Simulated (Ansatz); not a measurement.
# Sc (I4/mcm) in Ansatz: reference runs

Aim: a first look at Sc with PBE, on the cell as given and on a disturbed one.

Program: Ansatz 0.2.0. These are calculated values, not measurements. Logs are shortened: lines on timing, memory, paths and dates and some standing lists are left out, and cuts for length are marked.

## 1. The structure

The structure is tetragonal, space group I4/mcm (No. 140). The conventional cell has a = 6.176 Å, b = 6.176 Å, c = 5.412 Å, α = 90.00°, β = 90.00°, γ = 90.00°. Sc (site symmetry m2m) is surrounded by 7 Sc at 2.86 to 3.27 Å.

This isn't the form of Sc at room conditions, which is hcp.

## 2. Single point, PBE

Input file input.yaml:

```yaml
crystal:
  lattice:
    - [-3.0880123167, 3.0880123167, 2.7062434742]
    - [3.0880123167, -3.0880123167, 2.7062434742]
    - [3.0880123167, 3.0880123167, -2.7062434742]
  atoms:
    - { symbol: Sc, position: [0.83626951, 0.66373049, 0.5] }
    - { symbol: Sc, position: [0.33626951, 0.83626951, 0.17253902] }
    - { symbol: Sc, position: [0.66373049, 0.16373049, 0.82746098] }
    - { symbol: Sc, position: [0.16373049, 0.33626951, 0.5] }
hamiltonian:
  xc: pbe
  pseudopotentials: { kind: paw }
kpoints:
  mp_grid: { grid: [7, 7, 7] }
scf:
  occupations: { method: fermi_dirac, width: 0.05 }
output:
  forces: true
  stress: true
  eigenvalues: true
  write_density: true
  write_potential: true
  elf: true
  volumetric_format: npy
```

Potentials or basis: Ansatz PAW.

Launch:

```sh
$ ansatz run input.yaml --threads 2 --pin off --max-ram 5120MiB --backend cpu --events-out ev --progress --plain --runs-dir out
```

The log of the run:

```text
Warning: RAYON_NUM_THREADS=2 ignored (pool sized by the plan → 2); use --threads N
Engine: ansatz 0.2.0, x86_64-unknown-linux-gnu
Pseudopotentials: kind: paw
Pseudopotential: Sc, paw, valence charge 11, recommended cutoff 420 eV (normal), Sc.paw.azcp
Functional definition: PBE
  parameter kappa = 0.804
  parameter beta = 0.06672455060314922
  exchange = pbe_x(kappa = kappa, mu = beta*pi^2/3)
  correlation = pbe_c(beta = beta)
Crystal: 4 atoms, lattice volume = 103.225 Å³
Basis set: ecut = 420 eV, 2049 PW (Γ), exchange–correlation on 72×72×72 points (8 copies of the dense FFT grid, shifted against one another)
Bands: 27, of which v1, the nominal top of the filled ones, is band 22 counted from 1 (21 counted from 0)
Symmetry: 16 space group operations
Space group: I4/mcm (ITA 140), of the structure as read, at distance tolerance 4.7e-5 Å
k-points: 40 of 343
Non-local potential: Sc, projectors of the file, l = 0: 3, l = 1: 2, l = 2: 3, l = 3: 1
PAW form: soft (Blöchl's): semilocal exchange-correlation on the pseudo side does not see the compensation charge
PAW one-centre angular grid: Sc, 590 points (default); XC on 64 Gauss nodes
Initial density: superposition of atomic densities (neutral atoms: chi_scale 0, normalization atom), corrected by the library's trained network
Initial wavefunctions: pseudopotential atomic-orbital guess
Functional: x = pbe(κ = 0.804, μ = 0.2195149727645171), c = pbe(β = 0.06672455060314922)
SCF iter   1: F=—  HF=-8542.437872 eV  |F-HF|=—  |Δ(HF+E_count)|=         —  Δρ=5.27e-3  dr2=2.59e-2  ethr=1.77e-3  ⟨swp⟩=5.8  Hψ=4726  notcnv=0
preconditioner: auto → Kerker (q_TF=auto, 2.367 Å⁻¹)  [metal: Δε(μ)=0.026 eV  Ē_g=2.104 eV  σ=0.050 eV  W_gap=0.13  n_scr=18 (ndim 8)  ℏωp=12.7 eV  f_vac=0.000  D(μ)=5.67/eV (n_scr^D=54)]
SCF iter   2: F=—  HF=-8542.433401 eV  |F-HF|=—  |Δ(HF+E_count)|=   4.47e-3  Δρ=3.05e-3  dr2=1.02e-2  ethr=5.89e-5  ⟨swp⟩=1.1  Hψ=1402  notcnv=0
SCF iter   3: F=—  HF=-8542.431211 eV  |F-HF|=—  |Δ(HF+E_count)|=   2.19e-3  Δρ=5.42e-4  dr2=1.92e-4  ethr=2.31e-5  ⟨swp⟩=2.4  Hψ=1685  notcnv=0
SCF iter   4: F=—  HF=-8542.431168 eV  |F-HF|=—  |Δ(HF+E_count)|=   4.23e-5  Δρ=1.55e-4  dr2=3.09e-5  ethr=4.35e-7  ⟨swp⟩=2.2  Hψ=2015  notcnv=0
SCF iter   5: F=—  HF=-8542.431169 eV  |F-HF|=—  |Δ(HF+E_count)|=   1.64e-7  Δρ=4.14e-5  dr2=2.59e-6  ethr=7.03e-8  ⟨swp⟩=1.4  Hψ=1196  notcnv=0
SCF iter   6: F=—  HF=-8542.431169 eV  |F-HF|=—  |Δ(HF+E_count)|=   8.85e-8  Δρ=1.17e-5  dr2=2.24e-7  ethr=5.88e-9  ⟨swp⟩=2.3  Hψ=1518  notcnv=0
SCF iter   7: F=-8542.431169 eV  HF=-8542.431169 eV  |F-HF|=4.36e-9  |Δ(HF+E_count)|=   1.46e-8  Δρ=3.05e-6  dr2=1.45e-8  ethr=2.27e-10  ⟨swp⟩=7.8  Hψ=5753  notcnv=0
the search or the solves at the SCF's close seem to have found levels that the self-consistency loop had missed (the run counts 1). By its estimate they hold under 1e-12 electrons; where the run keeps them, the occupations were computed again with them
SCF 1 converged in 7 iterations: F = -8542.431169 eV  dr2 = 1.45e-8
SCF converged after 7 iterations
Free energy (F): -8542.431169 eV
Harris-Foulkes:  -8542.431169 eV  (|F-HF|=4.36e-9)
Internal energy: -8542.381676 eV  (E = F + TS)
E sigma→0 (E₀):  -8542.406422 eV
Entropy (-TS):   -0.049493 eV (-12.373 meV/atom)
Fermi energy:    8.652177 eV
--- Per-component energies (eV) ---
  E_band       = -699.418810
  E_kinetic    = 1042.085530
  E_local      = -3583.216252  (includes V_loc(G=0)·N_el)
  E_nonlocal   = 334.924899
  E_hartree    = 1243.482345
  E_xc         = -415.972803
  E_vxc        = -514.800531  (∫ρ·V_xc dr)
  E_paw        = -3822.677456  (= ΣΔE_a)
  E_vpaw       = -465.376660  (= ΣTr[D̂ρ^β])
  E_aug_tail   = 0.000040  (compensation charges beyond the density's cutoff)
  E_ewald      = -3341.007978
  E_smearing   = -0.049493  (= −TS)
  E_closure    = 0.000000  (closes the sum)
  Σ components = -8542.431169   (vs F -8542.431169, Δ=0.00e0)
--- Forces (eV/Å), atoms counted from 1 ---
  atom   1  Sc     0.03220673    -0.03220673    -0.00000000
  atom   2  Sc    -0.03220673    -0.03220673     0.00000000
  atom   3  Sc     0.03220673     0.03220673     0.00000000
  atom   4  Sc    -0.03220673     0.03220673     0.00000000
  max |Σ_I F_I| component: 2.08e-17 eV/Å
--- Stress (GPa, compression-positive) ---
        0.172964       0.000000      -0.000000
        0.000000       0.172964      -0.000000
       -0.000000       0.000000       0.090296
  P = ⅓ Tr σ = 0.1454 GPa (1.454 kbar)
--- Band table (eV; the first three rows and the last of 40) ---
  k-point 0: bands = ["-40.7324", "-40.6672", "-40.6181", "-40.6181", "-19.5010", "-19.4405", "-19.4405", "-19.3963", "-19.3963", "-19.3784", "-19.3447", "-19.3028", "-19.2288", "-19.1623", "-19.0207", "-19.0207", "3.7590", "7.8176", "8.0054", "8.2725", "8.3386", "8.3386", "8.9285", "9.6280", "9.6280", "10.0433", "10.0433"]
  k-point 1: bands = ["-40.7278", "-40.6679", "-40.6221", "-40.6181", "-19.4955", "-19.4582", "-19.4407", "-19.4277", "-19.3975", "-19.3338", "-19.3303", "-19.2827", "-19.2401", "-19.1644", "-19.0409", "-19.0223", "3.9472", "7.8945", "8.0405", "8.0431", "8.2227", "8.3267", "8.8831", "9.6342", "9.6401", "9.9449", "9.9608"]
  k-point 2: bands = ["-40.7162", "-40.6683", "-40.6334", "-40.6181", "-19.4882", "-19.4714", "-19.4442", "-19.4411", "-19.3890", "-19.3083", "-19.3062", "-19.2660", "-19.2451", "-19.1715", "-19.0798", "-19.0264", "4.4870", "7.4336", "7.9206", "8.0896", "8.1250", "8.2808", "8.7014", "9.6594", "9.6655", "9.8270", "10.0079"]
  k-point 39: bands = ["-40.6701", "-40.6695", "-40.6526", "-40.6440", "-19.5875", "-19.5122", "-19.4383", "-19.3726", "-19.3691", "-19.3360", "-19.2606", "-19.2128", "-19.1952", "-19.1897", "-19.0836", "-19.0826", "6.5087", "6.9547", "7.1945", "7.7528", "7.9866", "8.8195", "8.9071", "9.2892", "9.6081", "9.7540", "9.7866"]
```

Run time: 5 s. Hardware: 2 threads of Intel Xeon at 2.50GHz (Skylake/Cascade Lake), shared host; peak memory 0.44 GiB.

What came out:

```yaml
Free_energy: -8542.4312 eV
Pressure: 0.1 GPa
Largest_force: 0.046 eV/Å
Band_gap_on_the_k_mesh: none (metal or under the smearing width)
```

Forces on the atoms (eV/Å):
```
Sc   0.032 -0.032  0.000
Sc  -0.032 -0.032  0.000
Sc   0.032  0.032  0.000
Sc  -0.032  0.032  0.000
```

Levels at points of the mesh, in eV from the Fermi level:
| k point | band 20 | band 21 | band 22 | band 23 | band 24 | band 25 |
| --- | --- | --- | --- | --- | --- | --- |
| (0.00, 0.00, 0.00) | -0.38 | -0.31 | -0.31 | 0.28 | 0.98 | 0.98 |

## 3. Single point, PBE (atoms moved at random, drawn with an rms of 0.05 Å)

Input file input.yaml:

```yaml
crystal:
  lattice:
    - [-3.0880123167, 3.0880123167, 2.7062434742]
    - [3.0880123167, -3.0880123167, 2.7062434742]
    - [3.0880123167, 3.0880123167, -2.7062434742]
  atoms:
    - { symbol: Sc, position: [0.837416, 0.672409, 0.500457] }
    - { symbol: Sc, position: [0.334484, 0.844764, 0.177195] }
    - { symbol: Sc, position: [0.658619, 0.176476, 0.831655] }
    - { symbol: Sc, position: [0.16909, 0.336693, 0.504978] }
hamiltonian:
  xc: pbe
  pseudopotentials: { kind: paw }
kpoints:
  mp_grid: { grid: [7, 7, 7] }
scf:
  occupations: { method: fermi_dirac, width: 0.05 }
output:
  forces: true
  stress: true
  eigenvalues: true
```

Potentials or basis: Ansatz PAW.

Launch:

```sh
$ ansatz run input.yaml --threads 2 --pin off --max-ram 5120MiB --backend cpu --events-out ev --progress --plain --runs-dir out
```

It took 33 s on 2 threads of Intel Xeon at 2.50GHz (Skylake/Cascade Lake), shared host; peak memory 0.64 GiB.

Results (log left out):

* Free energy: -8542.4125 eV
* Pressure: 0.1 GPa
* Largest force: 0.418 eV/Å
* Band gap on the k mesh: none (metal or under the smearing width)

Forces on the atoms (eV/Å):
```
Sc   0.054  0.086 -0.085
Sc  -0.138  0.014  0.023
Sc  -0.169  0.227  0.003
Sc   0.253 -0.328  0.059
```

Stress tensor (GPa, compression positive):
```
-0.05 -0.06  0.05
-0.06  0.14 -0.03
 0.05 -0.03  0.24
```

Levels at points of the mesh, in eV from the Fermi level:
```tsv
k point	band 19	band 20	band 21	band 22	band 23	band 24	band 25	band 26
(0.00, 0.00, 0.00)	-0.69	-0.44	-0.32	-0.29	0.27	0.97	1.00	1.35
```
